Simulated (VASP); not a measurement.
ZrO2 (fluorite): the band gap from VASP (plane waves, PAW) at several levels of theory. Gaps are without spin-orbit coupling. Each level names its cell: its own relaxed one, PBE's, or the starting one. A gap is the smallest over the k-mesh and a band path; hybrids may have named points in place of the path, and GW has the mesh alone.

```csv
level,band gap (eV)
LDA (own cell),3.32
PBE (own cell),3.31
PBEsol (own cell),3.32
PBE-D4 (starting cell),3.35
rev-vdW-DF2 (own cell),3.33
SCAN (own cell),3.88
r2SCAN (own cell),3.87
r2SCAN+rVV10 (own cell),3.87
```

The cell of the LDA (own cell) run:

Space group Fm-3m (No. 225); a = b = c = 5.0324 Å, α = β = γ = 90.00°

| atom | site | symmetry | x | y | z |
|---|---|---|---|---|---|
| Zr | 4a | m-3m | 0.0000 | 0.0000 | 0.0000 |
| O | 8c | -43m | 0.2500 | 0.2500 | 0.2500 |
(The calculation used a cell of 3 atoms; values per cell refer to that cell.)

Only levels that ran to the end are used. Left out are those held back, those with too coarse a band path, GW runs whose mesh misses a band edge, hybrids' fits of cells that aren't cubic and levels without matching references; a question may draw on a part of the rest.

The compound is ZrO2 in the fluorite structure, the high-temperature cubic form, which is unstable at 0 K; the monoclinic form is the stable one.
